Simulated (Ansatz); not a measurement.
An input for Ansatz 0.2.0 (LiH):

run.py

```python
import json

import ase.io
import numpy as np

import ansatz as az

atoms = ase.io.read("LiH.xyz")

calculation = (
    az.Crystal.from_ase(atoms)
    .calculation()
    .kpts(11, 11, 11)
    .functional(exchange="slater", correlation="vwn5")
    .pseudopotentials(kind="paw", source="jth", xc_functional="pbe")
    .occupations(method="tetrahedron")
    .forces()
    .stress()
)
outcome = calculation.run(threads=2, events_out="events.jsonl")

report = outcome.report
for line in open("events.jsonl"):
    event = json.loads(line)
    if event["event"] == "scf_iter":
        d = event["data"]
        print(f"SCF {d['iter']:3d}  HF = {d['harris_foulkes_ev']:.6f} eV  dr2 = {d['dr2_ev']:.2e} eV")
    elif event["event"] in ("relax_step", "md_step"):
        d = event["data"]
        print(f"{event['event']} {d['step']:3d}  E = {d['lagrangian_ev']:.6f} eV")
np.set_printoptions(precision=5, suppress=True, linewidth=110)
print("converged:", report["converged"], "after", report["n_iterations"], "iterations")
print(f"free energy {report['free_energy_ev']:.6f} eV, Fermi level {report['fermi_energy_ev']:.4f} eV")
for key in ("band_edges_ev", "magnetization_mub", "site_moments_mub", "site_moments_nc_mub", "forces_ev_ang",
                "stress_gpa"):
    if report.get(key) is not None:
        print(key, np.array(report[key]), sep="\n")
```

LiH.xyz

```xyz
2
Lattice="0.0000000000 2.0367500000 2.0367500000 2.0367500000 0.0000000000 2.0367500000 2.0367500000 2.0367500000 0.0000000000" Properties=species:S:1:pos:R:3 pbc="T T T"
Li     0.0000000000      0.0000000000      0.0000000000
H      2.0367500000      2.0367500000      2.0367500000
```

Potentials or basis: JTH PAW.

Launch:

```bash
$ python run.py
```

What does the program do with it?

The run stopped without a result. It printed:

Output:

```text
Traceback (most recent call last):
  File "run.py", line 13, in <module>
AttributeError: 'Calculation' object has no attribute 'kpts'
```
